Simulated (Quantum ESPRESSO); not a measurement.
# KCl (Sylvite) (Fm-3m) in Quantum ESPRESSO: notebook, part 3 of 4

Quantum ESPRESSO 7.5. Earlier steps stand in the parts before.

## Step 5: Phonons, PBE

The input, pw.in:

```
&CONTROL
  calculation = 'scf'
  prefix = 'pwscf'
  outdir = './tmp'
  pseudo_dir = './pseudo'
  tprnfor = .true.
  tstress = .true.
  disk_io = 'low'
/
&SYSTEM
  ibrav = 0
  nat = 2
  ntyp = 2
  ecutwfc = 52
  ecutrho = 312
  nbnd = 14
  occupations = 'smearing'
  smearing = 'fd'
  degauss = 0.00367493
/
&ELECTRONS
  conv_thr = 4d-10
  electron_maxstep = 120
  mixing_beta = 0.5
/
ATOMIC_SPECIES
K     39.0983 K.GGA_PBE-JTH.UPF
Cl    35.4500 Cl.GGA_PBE-JTH.UPF
CELL_PARAMETERS angstrom
   0.0000000000    3.1464700000    3.1464700000
   3.1464700000    0.0000000000    3.1464700000
   3.1464700000    3.1464700000    0.0000000000
ATOMIC_POSITIONS crystal
K      0.0000000000    0.0000000000    0.0000000000
Cl     0.5000000000    0.5000000000    0.5000000000
K_POINTS automatic
4 4 4 1 1 1
```

The input, scf2.in:

```
&CONTROL
  calculation = 'scf'
  prefix = 'pwscf'
  outdir = './tmp'
  pseudo_dir = './pseudo'
  tprnfor = .true.
  tstress = .true.
  disk_io = 'low'
/
&SYSTEM
  ibrav = 0
  nat = 2
  ntyp = 2
  ecutwfc = 52
  ecutrho = 312
  nbnd = 14
  occupations = 'fixed'
/
&ELECTRONS
  conv_thr = 1d-13
  electron_maxstep = 120
  mixing_beta = 0.5
  startingpot = 'file'
  startingwfc = 'file'
/
ATOMIC_SPECIES
K     39.0983 K.GGA_PBE-JTH.UPF
Cl    35.4500 Cl.GGA_PBE-JTH.UPF
CELL_PARAMETERS angstrom
   0.0000000000    3.1464700000    3.1464700000
   3.1464700000    0.0000000000    3.1464700000
   3.1464700000    3.1464700000    0.0000000000
ATOMIC_POSITIONS crystal
K      0.0000000000    0.0000000000    0.0000000000
Cl     0.5000000000    0.5000000000    0.5000000000
K_POINTS automatic
4 4 4 1 1 1
```

The input, ph.in:

```
phonons of KCl
&INPUTPH
  prefix = 'pwscf'
  outdir = './tmp'
  tr2_ph = 1d-18
  fildyn = 'dyn'
  niter_ph = 90
  alpha_mix(1) = 0.7
  epsil = .true.
/
0.0000000000 0.0000000000 0.0000000000
```

The input, dynmat.in:

```
&INPUT
  fildyn = 'dyn'
  asr = 'crystal'
  lperm = .true.
  filout = 'dynmat.disp'
  fileig = 'dynmat.eig'
/
```

The input, dynmat_lo.in:

```
&INPUT
  fildyn = 'dyn'
  asr = 'crystal'
  filout = 'dynmat_lo.disp'
  fileig = 'dynmat_lo.eig'
  q(1) = 0
  q(2) = 0
  q(3) = 1
/
```

Potentials or basis: JTH 2.0 PBE.

Started as:

```
> OMP_NUM_THREADS=1 pw.x -in pw.in > pw.out
> OMP_NUM_THREADS=1 pw.x -in scf2.in > scf2.out
> OMP_NUM_THREADS=1 ph.x -in ph.in > ph.out
> OMP_NUM_THREADS=1 dynmat.x -in dynmat.in > dynmat.out
> OMP_NUM_THREADS=1 dynmat.x -in dynmat_lo.in > dynmat_lo.out
```

pw.out:

```text
This program is part of the open-source Quantum ESPRESSO suite
     for quantum simulation of materials; please cite
         "P. Giannozzi et al., J. Phys.:Condens. Matter 21 395502 (2009);
         "P. Giannozzi et al., J. Phys.:Condens. Matter 29 465901 (2017);
         "P. Giannozzi et al., J. Chem. Phys. 152 154105 (2020);
     in publications or presentations arising from this work. More details at

     file K.GGA_PBE-JTH.UPF: wavefunction(s)  3S 4S 3P 4P 0D renormalized
     file Cl.GGA_PBE-JTH.UPF: wavefunction(s)  3S 0S 3P 0P renormalized
     Message from routine setup:
     using ibrav=0 with symmetry is DISCOURAGED, use correct ibrav instead

     G-vector sticks info
     --------------------
     sticks:   dense  smooth     PW     G-vecs:    dense   smooth      PW
     Sum        1519    1027    301                39189    21331    3479

     Using Slab Decomposition

     bravais-lattice index     =            0
     lattice parameter (alat)  =       8.4089  a.u.
     unit-cell volume          =     420.4336 (a.u.)^3
     number of atoms/cell      =            2
     number of atomic types    =            2
     number of electrons       =        16.00
     number of Kohn-Sham states=           14
     kinetic-energy cutoff     =      52.0000  Ry
     charge density cutoff     =     312.0000  Ry
     scf convergence threshold =      4.0E-10
     mixing beta               =       0.5000
     number of iterations used =            8  plain     mixing
     Exchange-correlation= SLA PW PBX PBC
                           (   1   4   3   4   0   0   0)

     celldm(1)=   8.408867  celldm(2)=   0.000000  celldm(3)=   0.000000
     celldm(4)=   0.000000  celldm(5)=   0.000000  celldm(6)=   0.000000

[... 8 lines left out ...]
               b(3) = (  0.707107  0.707107 -0.707107 )

     PseudoPot. # 1 for K  read from file:
     K.GGA_PBE-JTH.UPF
     Pseudo is Projector augmented-wave + core cor, Zval =  9.0
     Generated using ATOMPAW code
     Shape of augmentation charge: SINC**2
     Using radial grid of 1013 points,  5 beta functions with:
                l(1) =   0
                l(2) =   0
                l(3) =   1
                l(4) =   1
                l(5) =   2
     Q(r) pseudized with 0 coefficients

     PseudoPot. # 2 for Cl read from file:
     Cl.GGA_PBE-JTH.UPF
     Pseudo is Projector augmented-wave + core cor, Zval =  7.0
     Generated using ATOMPAW code
     Shape of augmentation charge: SINC**2
     Using radial grid of 1004 points,  4 beta functions with:
                l(1) =   0
                l(2) =   0
                l(3) =   1
                l(4) =   1
     Q(r) pseudized with 0 coefficients

[... 22 lines left out ...]
        k(    9) = (   0.2651650   0.2651650   0.2651650), wk =   0.0625000
        k(   10) = (  -0.2651650  -0.2651650   0.7954951), wk =   0.1875000

     Dense  grid:    39189 G-vectors     FFT dimensions: (  48,  48,  48)

     Smooth grid:    21331 G-vectors     FFT dimensions: (  40,  40,  40)

     Check: negative core charge=   -0.000010

     Initial potential from superposition of free atoms

     starting charge      15.9812, renormalised to      16.0000

     negative rho (up, down):  8.442E-02 0.000E+00
     Starting wfcs are   21 randomized atomic wfcs

     Self-consistent Calculation

     iteration #  1     ecut=    52.00 Ry     beta= 0.50
     Davidson diagonalization with overlap
     ethr =  1.00E-02,  avg # of iterations =  6.9

     Threshold (ethr) on eigenvalues was too large:
     Diagonalizing with lowered threshold

     Davidson diagonalization with overlap
     ethr =  4.69E-04,  avg # of iterations =  2.8

     negative rho (up, down):  8.698E-02 0.000E+00
[... 76 lines left out ...]
     iteration # 10     ecut=    52.00 Ry     beta= 0.50
     Davidson diagonalization with overlap
     ethr =  5.17E-12,  avg # of iterations =  2.0

     negative rho (up, down):  8.569E-02 0.000E+00

     End of self-consistent calculation

          k = 0.0884 0.0884 0.0884 (  2698 PWs)   bands (ev):

   -26.2796 -11.2376  -9.7446  -9.7446  -9.7048   0.7215   0.8609   0.8609
     6.4743   9.1597   9.4687   9.4687  10.3450  10.3450

          k = 0.2652 0.2652-0.0884 (  2662 PWs)   bands (ev):

   -26.2736 -11.3210  -9.7724  -9.7455  -9.5869   0.1792   0.6648   0.7019
     7.8582   8.9555  10.1875  10.7724  10.9400  11.5893

          k =-0.2652-0.2652 0.4419 (  2658 PWs)   bands (ev):
[... 16 lines left out ...]
   -26.2679 -11.2218  -9.8382  -9.8068  -9.6607   0.2735   0.4588   0.5757
     8.4247   9.4518  10.3812  11.0419  12.0242  12.2664

          k = 0.0884-0.2652 0.4419 (  2663 PWs)   bands (ev):

   -26.2702 -11.3003  -9.7957  -9.7665  -9.6020   0.1041   0.5720   0.6192
     8.5330   8.8653  10.8949  11.1647  11.5599  11.9986

          k =-0.6187 0.0884 0.0884 (  2664 PWs)   bands (ev):

   -26.2679 -11.1568  -9.8548  -9.7921  -9.7587   0.2551   0.6015   0.6734
     7.6955   9.2830  10.7942  11.2308  11.5307  12.3610

          k = 0.2652 0.2652 0.2652 (  2671 PWs)   bands (ev):
[... 6 lines left out ...]
   -26.2688 -11.2905  -9.8210  -9.7653  -9.6039   0.1168   0.4791   0.5917
     8.7067   9.4025  10.6942  11.2138  11.4024  12.5162

     the Fermi energy is     3.0673 ev

!    total energy              =    -192.63464177 Ry
     total all-electron energy =      -192.634642 Ry
     estimated scf accuracy    <          6.8E-11 Ry
     smearing contrib. (-TS)   =       0.00000000 Ry
     internal energy E=F+TS    =    -192.63464177 Ry

     The total energy is F=E-TS. E is the sum of the following terms:
     one-electron contribution =     -27.85378842 Ry
     hartree contribution      =      20.20560194 Ry
     xc contribution           =     -16.35932502 Ry
     ewald contribution        =     -61.66688004 Ry
     one-center paw contrib.   =    -106.96025022 Ry

     convergence has been achieved in  10 iterations

     negative rho (up, down):  8.569E-02 0.000E+00

     Forces acting on atoms (cartesian axes, Ry/au):

     atom    1 type  1   force =    -0.00000000   -0.00000000    0.00000000
     atom    2 type  2   force =     0.00000000   -0.00000000   -0.00000000

     Total force =     0.000000     Total SCF correction =     0.000000

     Computing stress (Cartesian axis) and pressure

     negative rho (up, down):  8.569E-02 0.000E+00
          total   stress  (Ry/bohr**3)                   (kbar)     P=        9.13
   0.00006205   0.00000000   0.00000000            9.13        0.00        0.00
   0.00000000   0.00006205   0.00000000            0.00        9.13        0.00
   0.00000000   0.00000000   0.00006205            0.00        0.00        9.13

=------------------------------------------------------------------------------=
   JOB DONE.
=------------------------------------------------------------------------------=
```

scf2.out:

```text
This program is part of the open-source Quantum ESPRESSO suite
     for quantum simulation of materials; please cite
         "P. Giannozzi et al., J. Phys.:Condens. Matter 21 395502 (2009);
         "P. Giannozzi et al., J. Phys.:Condens. Matter 29 465901 (2017);
         "P. Giannozzi et al., J. Chem. Phys. 152 154105 (2020);
[... 216 lines left out ...]
  -0.00000000   0.00006202   0.00000000           -0.00        9.12        0.00
  -0.00000000   0.00000000   0.00006202           -0.00        0.00        9.12

=------------------------------------------------------------------------------=
   JOB DONE.
=------------------------------------------------------------------------------=
```

Run time: 2.2 min. Hardware: 1 thread of Intel Xeon 6975P-C (Granite Rapids), shared host; peak memory 0.15 GiB.

Results:

| Quantity | Value |
| --- | --- |
| Free energy | -2620.9278 eV |
| Pressure after relaxing | 0.9 GPa |
| Electronic dielectric tensor (diagonal) | 2.32 |
| Born charges (mean of the diagonal) | K +1.13; Cl -1.12 e |
| Highest phonon frequency at Γ, LO-TO splitting left out | 140 cm⁻¹ |
| Static dielectric tensor (diagonal) | 5.05 |

Levels at points of the mesh, in eV from the valence-band top:
| k point | band 6 | band 7 | band 8 | band 9 | band 10 | band 11 |
| --- | --- | --- | --- | --- | --- | --- |
| (0.12, 0.12, 0.12) | -0.14 | 0.00 | 0.00 | 5.61 | 8.30 | 8.61 |

Phonon frequencies in cm⁻¹ (negative: imaginary):
```tsv
q point	frequencies
(0.000, 0.000, 0.000)	7 7 7 140 140 140
```

Electronic dielectric tensor:
```
2.32 0.00 0.00
0.00 2.32 0.00
0.00 0.00 2.32
```

Born effective charge tensors (e):
atom 1, K
```
1.13 0.00 0.00
0.00 1.13 0.00
0.00 0.00 1.13
```
atom 2, Cl
```
-1.12  0.00  0.00
 0.00 -1.12  0.00
 0.00  0.00 -1.12
```

Optical modes at Γ, degenerate ones joined, polar ones without the macroscopic field:
| cm⁻¹ | components | symmetry | active in | IR intensity, summed ((D/Å)²/amu) |
| --- | --- | --- | --- | --- |
| 140 | 3 | T1u | IR | 4.71 |

Zone-centre frequencies without and with the macroscopic field along z (cm⁻¹):
|  | optical modes in rising order |
| --- | --- |
| without | 140 140 140 |
| with the field | 140 140 207 |

Static dielectric tensor, electrons and zone-centre modes:
```
5.05 0.00 0.00
0.00 5.05 0.00
0.00 0.00 5.05
```

(Continued in part 4 of 4.)
